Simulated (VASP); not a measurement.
# BAs (F-43m) in VASP: notebook

Runs on BAs. Level: PBEsol. Tasks: single point, relaxation of cell and atoms.

Program: VASP 6.6.1. These are calculated values, not measurements. Logs are shortened: lines on timing, memory, paths and dates and some standing lists are left out, and cuts for length are marked.

## 1. The crystal as given

The structure is cubic, space group F-43m (No. 216). Conventional cell: a = 4.775 Å, b = 4.775 Å, c = 4.775 Å, α = 90.00°, β = 90.00°, γ = 90.00°. B (site symmetry -43m) has 4 As at 2.07 Å as nearest neighbours. As (site symmetry -43m) is surrounded by 4 B at 2.07 Å.

The cell was built by a generator and needn't be a form met in nature.

## 2. Single point, PBEsol

INCAR

```
SYSTEM = BAs
ALGO = Normal
EDIFF = 1E-7
ENCUT = 520
GGA = PS
ISIF = 2
ISMEAR = 0
LASPH = .TRUE.
LCHARG = .TRUE.
LELF = .TRUE.
LREAL = .FALSE.
LVHAR = .TRUE.
LWAVE = .FALSE.
NBANDS = 11
NELM = 80
PREC = Accurate
SIGMA = 0.01
```

KPOINTS

```
k-points
0
G
  4 4 4
  0 0 0
```

POSCAR

```
BAs
1.0
    0.0000000000      2.3873634719      2.3873634719
    2.3873634719      0.0000000000      2.3873634719
    2.3873634719      2.3873634719      0.0000000000
B As
1 1
Direct
    0.0000000000      0.0000000000      0.0000000000
    0.2500000000      0.2500000000      0.2500000000
```

Potentials or basis: VASP PAW PBE potentials, release 64 (B, As).

Command:

```sh
> cat potpaw_PBE.64/B/POTCAR potpaw_PBE.64/As/POTCAR > POTCAR
> mpirun -np 1 vasp_std > vasp.out
```

OUTCAR:

```text
SYSTEM = BAs
   EDIFF = 1E-7
   ENCUT = 520
   GGA = PS
   ISIF = 2
   ISMEAR = 0
   LASPH = .TRUE.
   LREAL = .FALSE.
   NELM = 80
   PREC = Accurate

 ion  position               nearest neighbor table
   1  0.000  0.000  0.000-   2 2.07   2 2.07   2 2.07   2 2.07
   2  0.250  0.250  0.250-   1 2.07   1 2.07   1 2.07   1 2.07

  LATTYP: Found a face centered cubic cell.
 ALAT       =     4.7747269438

  Lattice vectors:

 A1 = (   0.0000000000,   2.3873634719,   2.3873634719)
 A2 = (   2.3873634719,   0.0000000000,   2.3873634719)
 A3 = (   2.3873634719,   2.3873634719,   0.0000000000)

Analysis of symmetry for initial positions (statically):
=====================================================================
 Subroutine PRICEL returns:
 Original cell was already a primitive cell.

 Routine SETGRP: Setting up the symmetry group for a
 face centered cubic supercell.

 Subroutine GETGRP returns: Found 24 space group operations
 (whereof 24 operations were pure point group operations)
 out of a pool of 48 trial point group operations.

The static configuration has the point symmetry T_d .

Analysis of symmetry for dynamics (positions and initial velocities):
=====================================================================
 Subroutine PRICEL returns:
 Original cell was already a primitive cell.

 Routine SETGRP: Setting up the symmetry group for a
 face centered cubic supercell.

 Subroutine GETGRP returns: Found 24 space group operations
 (whereof 24 operations were pure point group operations)
 out of a pool of 48 trial point group operations.

The dynamic configuration has the point symmetry T_d .

 Subroutine INISYM returns: Found 24 space group operations
 (whereof 24 operations are pure point group operations),
 and found     1 'primitive' translations

----------------------------------------------------------------------------------------

                                     Primitive cell

  volume of cell :      27.2136

  direct lattice vectors                    reciprocal lattice vectors
     0.000000000  2.387363472  2.387363472    -0.209436060  0.209436060  0.209436060
     2.387363472  0.000000000  2.387363472     0.209436060 -0.209436060  0.209436060
     2.387363472  2.387363472  0.000000000     0.209436060  0.209436060 -0.209436060

  length of vectors
     3.376241800  3.376241800  3.376241800     0.362753897  0.362753897  0.362753897

  position of ions in fractional coordinates (direct lattice)
     0.000000000  0.000000000  0.000000000
     0.250000000  0.250000000  0.250000000

  ion indices of the primitive-cell ions
   primitive index   ion index
                 1           1
                 2           2

----------------------------------------------------------------------------------------

 KPOINTS: k-points

Automatic generation of k-mesh.
 Grid dimensions read from file:
 generate k-points for:    4    4    4

 Generating k-lattice:

  Cartesian coordinates                     Fractional coordinates (reciprocal lattice)
    -0.052359015  0.052359015  0.052359015     0.250000000  0.000000000  0.000000000
     0.052359015 -0.052359015  0.052359015     0.000000000  0.250000000  0.000000000
     0.052359015  0.052359015 -0.052359015     0.000000000  0.000000000  0.250000000

  Length of vectors
     0.090688474  0.090688474  0.090688474

  Shift w.r.t. Gamma in fractional coordinates (k-lattice)
     0.000000000  0.000000000  0.000000000

 Subroutine IBZKPT returns following result:
 ===========================================

 Found      8 irreducible k-points:

 Following reciprocal coordinates:
            Coordinates               Weight
  0.000000  0.000000  0.000000      1.000000
  0.250000  0.000000  0.000000      8.000000
  0.500000  0.000000  0.000000      4.000000
  0.250000  0.250000  0.000000      6.000000
  0.500000  0.250000  0.000000     24.000000
 -0.250000  0.250000  0.000000     12.000000
  0.500000  0.500000  0.000000      3.000000
 -0.250000  0.500000  0.250000      6.000000
   k-points           NKPTS =      8   k-points in BZ     NKDIM =      8   number of bands    NBANDS=     11
   number of dos      NEDOS =    301   number of ions     NIONS =      2
   total plane-waves  NPLWV =  21952
   dimension x,y,z NGX =    28 NGY =   28 NGZ =   28
   dimension x,y,z NGXF=    56 NGYF=   56 NGZF=   56
   ions per type =               1   1
   NGX,Y,Z   is equivalent  to a cutoff of  13.79, 13.79, 13.79 a.u.
   NGXF,Y,Z  is equivalent  to a cutoff of  27.57, 27.57, 27.57 a.u.
 SYSTEM =  BAs
   PREC   = accura    normal or accurate (medium, high low for compatibility)
   ISTART =      0    job   : 0-new  1-cont  2-samecut
   ICHARG =      2    charge: 1-file 2-atom 10-const
   ISPIN  =      1    spin polarized calculation?
   LNONCOLLINEAR =      F non collinear calculations
   LSORBIT =      F    spin-orbit coupling
   LASPH  =      T    aspherical Exc in radial PAW
   ENCUT  =  520.0 eV  38.22 Ry    6.18 a.u.   6.28  6.28  6.28*2*pi/ulx,y,z
   NELM   =     80;   NELMIN=  2; NELMDL= -5     # of ELM steps
   EDIFF  = 0.1E-06   stopping-criterion for ELM
   LREAL  =      F    real-space projection
   EDIFFG = 0.1E-05   stopping-criterion for IOM
   NSW    =      0    number of steps for IOM
   IBRION =     -1    ionic relax: 0-MD 1-quasi-New 2-CG
   NFREE  =      0    steps in history (QN), initial steepest desc. (CG)
   ISIF   =      2    stress and relaxation
   ISYM   =      2    0-nonsym 1-usesym 2-fastsym
   POTIM  = 0.5000    time-step for ionic-motion
   TEBEG  =    0.0;   TEEND  =   0.0 temperature during run
   PSTRESS=    0.0 pullay stress
   NELECT =       8.0000    total number of electrons
   NUPDOWN=      -1.0000    fix difference up-down
   EMIN   =  10.00;   EMAX   =-10.00  energy-range for DOS
   EFERMI =   0.00;   METHOD = LEGACY
   ISMEAR =     0;   SIGMA  =   0.01  broadening in eV -4-tet -1-fermi 0-gaus
   EFERMI_NEDOS =   21; number of points for ismear=-14 and -15
   IALGO  =     38    algorithm
   IMIX   =      4    mixing-type and parameters
     AMIX     =   0.40;   BMIX     =  1.00
     AMIX_MAG =   1.60;   BMIX_MAG =  1.00
  volume/ion in A,a.u.               =      13.61        91.82
  Fermi-wavevector in a.u.,A,eV,Ry     =   1.088536  2.057035 16.121699  1.184911
  Thomas-Fermi vector in A             =   2.224720
   LORBIT       =      0    0 simple, 1 ext, 2 COOP (PROOUT), +10 PAW based schemes
   GGA     = PS    functional components
   LHFCALC =     F    Hartree Fock is set to
   AEXX    =    0.0000 exact exchange contribution
   IVDW    =     0    specifies the selected vdW correction
   LEPSILON=     F    determine dielectric tensor
   LRPA    =     F    only Hartree local field effects (RPA)
 non-spin polarized calculation
 Gauss-broadening in eV      SIGMA  =   0.01
  energy-cutoff  :      520.00
  volume of cell :       27.21
 maximum number of plane-waves:       754
 NGX is ok and might be reduce to    28
   NGX = 13   NGY = 13   NGZ = 13

 number of electron       8.0000000 magnetization

 Free energy of the ion-electron system (eV)
  ---------------------------------------------------
  ext. energy  EPLUGINS =         0.00000000
  ---------------------------------------------------
  free energy    TOTEN  =       -12.01923132 eV

  energy without entropy =      -12.01923132  energy(sigma->0) =      -12.01923132

 E-fermi :   6.1697     XC(G=0): -10.7197

 val. band max:        6.1006271972   @ k =   0.0000   0.0000   0.0000
 cond. band min:       7.3910775503   @ k =   0.5000   0.5000   0.0000
 fundamental gap:      1.2904503531
 Fermi energy:         6.1696675360

 k-point     1 :       0.0000    0.0000    0.0000
  band No.  band energies     occupation
      1      -9.3631      2.00000
      2       6.1006      2.00000
      3       6.1006      2.00000
      4       6.1006      2.00000
      5       9.3243      0.00000
      6       9.3243      0.00000
      7       9.3243      0.00000
      8      10.8012      0.00000
      9      15.4362      0.00000
     10      19.0109      0.00000
     11      19.0109      0.00000

 k-point     2 :       0.2500    0.0000    0.0000
  band No.  band energies     occupation
      1      -8.3569      2.00000
      2       1.1206      2.00000
      3       4.9384      2.00000
      4       4.9384      2.00000
      5       9.1248      0.00000
      6      10.7040      0.00000
      7      10.7040      0.00000
      8      13.9536      0.00000
      9      17.1754      0.00000
     10      17.2252      0.00000
     11      17.2252      0.00000

 k-point     3 :       0.5000    0.0000    0.0000
  band No.  band energies     occupation
      1      -6.4702      2.00000
      2      -2.7572      2.00000
      3       4.2637      2.00000
      4       4.2637      2.00000
      5       8.7548      0.00000
      6      10.8078      0.00000
      7      10.8078      0.00000
      8      14.7895      0.00000
      9      18.6619      0.00000
     10      20.5900      0.00000
     11      20.5900      0.00000

 k-point     4 :       0.2500    0.2500    0.0000
  band No.  band energies     occupation
      1      -8.0112      2.00000
      2       1.9975      2.00000
      3       3.3625      2.00000
      4       3.3625      2.00000
      5       7.6563      0.00000
      6      10.5092      0.00000
      7      13.4706      0.00000
      8      13.4706      0.00000
      9      16.3270      0.00000
     10      19.7500      0.00000
     11      20.5061      0.00000

 k-point     5 :       0.5000    0.2500    0.0000
  band No.  band energies     occupation
      1      -6.0678      2.00000
      2      -1.6546      2.00000
      3       1.3084      2.00000
      4       2.8890      2.00000
      5       8.3774      0.00000
      6      11.8722      0.00000
      7      13.7138      0.00000
      8      13.9664      0.00000
      9      18.0092      0.00000
     10      21.0297      0.00000
     11      21.7193      0.00000

 k-point     6 :      -0.2500    0.2500    0.0000
  band No.  band energies     occupation
      1      -6.8298      2.00000
      2      -0.5708      2.00000
      3       0.9396      2.00000
      4       4.1124      2.00000
      5       9.5351      0.00000
      6      12.1722      0.00000
      7      12.9936      0.00000
      8      13.4351      0.00000
      9      16.3506      0.00000
     10      18.1192      0.00000
     11      21.6292      0.00000

 k-point     7 :       0.5000    0.5000    0.0000
  band No.  band energies     occupation
      1      -5.1580      2.00000
      2      -2.4490      2.00000
      3       1.9779      2.00000
      4       1.9779      2.00000
      5       7.3911      0.00000
      6       7.4144      0.00000
      7      17.4551      0.00000
      8      17.4551      0.00000
      9      18.8945      0.00000
     10      23.2849      0.00000
     11      23.8325      0.00000

 k-point     8 :      -0.2500    0.5000    0.2500
  band No.  band energies     occupation
      1      -4.9912      2.00000
      2      -1.9618      2.00000
      3       0.5253      2.00000
      4       0.8238      2.00000
      5      11.2512      0.00000
      6      12.0074      0.00000
      7      12.7494      0.00000
      8      13.0994      0.00000
      9      18.3467      0.00000
     10      21.5728      0.00000
     11      21.7062      0.00000

------------------------ aborting loop because EDIFF is reached ----------------------------------------

  FORCE on cell =-STRESS in cart. coord.  units (eV):
  Direction    XX          YY          ZZ          XY          YZ          ZX
  --------------------------------------------------------------------------------------
  -------------------------------------------------------------------------------------
  Total        0.1473675      0.1473675      0.1473675     -0.0000000     -0.0000000      0.0000000
  in kB        8.6761411      8.6761411      8.6761411     -0.0000000     -0.0000000      0.0000000
  external PRESSURE =       8.6761411 kB  Pullay stress =       0.0000000 kB

 VOLUME and BASIS-vectors are now :
 -----------------------------------------------------------------------------
  energy-cutoff  :      520.00
  volume of cell :       27.21
      direct lattice vectors                 reciprocal lattice vectors
     0.000000000  2.387363472  2.387363472    -0.209436060  0.209436060  0.209436060
     2.387363472  0.000000000  2.387363472     0.209436060 -0.209436060  0.209436060
     2.387363472  2.387363472  0.000000000     0.209436060  0.209436060 -0.209436060

 POSITION                                       TOTAL-FORCE (eV/Angst)
 -----------------------------------------------------------------------------------
      0.00000      0.00000      0.00000        -0.000000     -0.000000     -0.000000
      1.19368      1.19368      1.19368         0.000000      0.000000      0.000000
 -----------------------------------------------------------------------------------
    total drift:                               -0.000000     -0.000000     -0.000000

  FREE ENERGIE OF THE ION-ELECTRON SYSTEM (eV)
  ---------------------------------------------------
  free  energy   TOTEN  =       -12.0192313199 eV

  energy  without entropy=      -12.0192313199  energy(sigma->0) =      -12.01923132
```

Run time: 8.2 s. Hardware: 1 thread of AMD EPYC 7R43 (Zen 3), shared host; peak memory 0.12 GiB.

Results:

```
Free energy            : -12.0192 eV
Pressure               : 0.9 GPa
Band gap on the k mesh : 1.29 eV, indirect (least direct gap 3.22 eV)
```

Levels at points of the mesh, in eV from the valence-band top:
```
           k point  band 2  band 3  band 4  band 5  band 6  band 7
(0.00, 0.00, 0.00)    0.00    0.00    0.00    3.22    3.22    3.22
(0.50, 0.00, 0.00)   -8.86   -1.84   -1.84    2.65    4.71    4.71
(0.50, 0.50, 0.00)   -8.55   -4.12   -4.12    1.29    1.31   11.35
```

Caveat: the k mesh is coarse (spacing up to 0.57 Å⁻¹), so the values aren't converged; the PAW data sets were made with another functional, which shifts forces and pressure a little. A k mesh can miss the band edges.

## 3. Relaxation of cell and atoms, PBEsol

This run uses another cell than the first one, of 13.65 Å³/atom, 1.003 times its volume.

INCAR

```
ALGO = Normal
EDIFF = 1E-6
EDIFFG = -0.002
ENCUT = 600
GGA = PS
IBRION = 2
ISIF = 3
ISMEAR = 0
LASPH = True
LCHARG = False
LREAL = False
LWAVE = False
NELM = 80
NSW = 80
PREC = Accurate
SIGMA = 0.01
```

KPOINTS

```
k-points
0
Gamma
  4 4 4
```

POSCAR

```
BAs
1.0
    0.0000000000      2.3900000000      2.3900000000
    2.3900000000      0.0000000000      2.3900000000
    2.3900000000      2.3900000000      0.0000000000
B As
1 1
Direct
    0.0000000000      0.0000000000      0.0000000000
    0.2500000000      0.2500000000      0.2500000000
```

Potentials or basis: VASP PAW PBE potentials, release 64 (B, As).

Command:

```sh
> cat potpaw_PBE.64/B/POTCAR potpaw_PBE.64/As/POTCAR > POTCAR
> mpirun -np 1 vasp_std > vasp.out
```

Run time: 9.6 s. Hardware: 1 thread of AMD EPYC 7R43 (Zen 3), shared host; peak memory 0.12 GiB.

Results (log left out):

| Quantity | Value |
| --- | --- |
| Free energy | -12.0205 eV |
| Relaxed volume | 13.69 Å³/atom |
| Relaxed cell | a = 3.383 Å, b = 3.383 Å, c = 3.383 Å, α = 60.00°, β = 60.00°, γ = 60.00° |
| Space group after relaxing (to 0.05 Å) | F-43m (No. 216) |
| Energy gained by relaxing | 0.0 meV/atom |
| Ionic steps | 3 |
| Pressure after relaxing | 0.0 GPa |
| Band gap on the k mesh | 1.30 eV, indirect (least direct gap 3.22 eV) |

Final structure:
```
CELL_PARAMETERS angstrom
0.00000 2.39218 2.39218
2.39218 0.00000 2.39218
2.39218 2.39218 0.00000
ATOMIC_POSITIONS crystal
B 0.00000 0.00000 0.00000
As 0.25000 0.25000 0.25000
```

Levels at points of the mesh, in eV from the valence-band top:
```tsv
k point	band 1	band 2	band 3	band 4	band 5	band 6	band 7	band 8
(0.00, 0.00, 0.00)	-15.41	0.00	0.00	0.00	3.22	3.22	3.22	4.62
(0.50, 0.00, 0.00)	-12.54	-8.81	-1.83	-1.83	2.62	4.70	4.70	8.68
(0.50, 0.50, 0.00)	-11.23	-8.52	-4.10	-4.10	1.30	1.32	11.30	11.30
```

Caveat: the k mesh is coarse (spacing up to 0.57 Å⁻¹), so the values aren't converged; the PAW data sets were made with another functional, which shifts forces and pressure a little. A k mesh can miss the band edges.
